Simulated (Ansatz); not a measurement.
**fluorite-structured SrCl2**

The computed numbers are results of PBE, scalar-relativistic (no spin polarisation) in the plane-wave PAW code Ansatz at 420 eV, Γ-centred 8×8×8 mesh, 0.05 eV Gaussian smearing; PAW files: Ansatz's generated set soft_2.

```
Sr Cl
1.0
     0.00000    3.52061    3.52061
     3.52061    0.00000    3.52061
     3.52061    3.52061    0.00000
Sr Cl
1 2
Cartesian
  0.0000 0.0000 0.0000
  1.7603 1.7603 1.7603
  5.2809 5.2809 5.2809
```

The start was a prototype's sites filled with these elements; the Crystallography Open Database holds the compound in this structure.

The cell is relaxed to zero pressure at this level.

Elastic constants come from the stress of slightly strained cells with relaxed atoms, in GPa, Voigt order xx, yy, zz, yz, xz, xy in the Cartesian frame of the vectors above.

```
66.7 17.1 17.1  0.0  0.0  0.0
17.1 66.7 17.1  0.0  0.0  0.0
17.1 17.1 66.7  0.0  0.0  0.0
 0.0  0.0  0.0  8.4  0.0  0.0
 0.0  0.0  0.0  0.0  8.4  0.0
 0.0  0.0  0.0  0.0  0.0  8.4
```

Problem. Work out the Voigt, Reuss and Hill moduli.

Solution. Voigt: K = (C11 + C22 + C33 + 2(C12 + C13 + C23))/9 = 34 GPa, G = (C11 + C22 + C33 − C12 − C13 − C23 + 3(C44 + C55 + C66))/15 = 15.0 GPa. Reuss, from the compliances S = C⁻¹: K = 34 GPa, G = 11.4 GPa. Hill means: K = 34 GPa, G = 13.2 GPa.

Problem. And Young's modulus, Poisson's ratio, Pugh's ratio and the anisotropy?

Solution. E = 9KG/(3K + G) = 35 GPa, ν = (3K − 2G)/(6K + 2G) = 0.33, K/G = 2.55 (over the 1.75 that Pugh's rule, made for metals, takes as the line between brittle and ductile), universal anisotropy index 5G_V/G_R + K_V/K_R − 6 = 1.5. The eigenvalues of C are 8.4, 8.4, 8.4, 50, 50, 101 GPa, all positive.

Problem. What sound velocities and Debye temperature follow for a polycrystal?

Solution. With a density of 3.016 g/cm³ (mean mass 52.8 u, 29.09 Å³/atom), K = 33.6 and G = 13.21 GPa from the unrounded constants, v_l = √((K + 4G/3)/ρ) = 4120 m/s and v_t = √(G/ρ) = 2090 m/s. The mean [(1/v_l³ + 2/v_t³)/3]^(−1/3) is 2350 m/s, and θ_D = (ħ/k_B)(6π²/V)^(1/3) v_m ≈ 230 K, with V the volume an atom. This is the low-temperature, elastic estimate.

For a cubic crystal three numbers say it all: C11 = 66.7, C12 = 17.1, C44 = 8.4 GPa. K = (C11 + 2C12)/3 = 33.6 GPa. The two shear moduli are C44 and C′ = (C11 − C12)/2 = 24.8 GPa, so Zener's ratio C44/C′ is 0.34: the crystal is stiffest along ⟨100⟩ and softest along ⟨111⟩. The Cauchy pressure C12 − C44 is 8.7 GPa; pair forces would make it zero if every atom sat on a centre of inversion, which isn't so here, so internal relaxation also enters.

The equation of state, an independent route, gives B0 = 34 GPa, against 34 GPa here.

It took of the order of 120 core-seconds on a shared host.

SrCl2 comes out as a soft, mechanically stable ionic crystal that resists stretching along the cube axes far better than shear of the cube faces: C11 is 66.7 GPa, C44 only 8.4 GPa. The fluorite geometry accounts for this. Sr–Cl contacts run along ⟨111⟩, and central forces along them alone would give no resistance to the C′ shear. The sizeable C′ therefore probably owes much to repulsion between the large chloride ions, which face each other along ⟨100⟩.

A C44 shear, by contrast, lets the two chloride sublattices shift in opposite directions and relieve part of the bond strain. By symmetry this relaxation lowers C44 but leaves C11 and C12 untouched, so the positive Cauchy pressure needs no metallic or strongly many-body bonding. The high K/G likewise reflects this one soft shear and is no evidence of ductility; fluorite-type crystals characteristically cleave on {111}. Nor do these static constants describe the chloride disorder behind the superionic conduction known near melting.
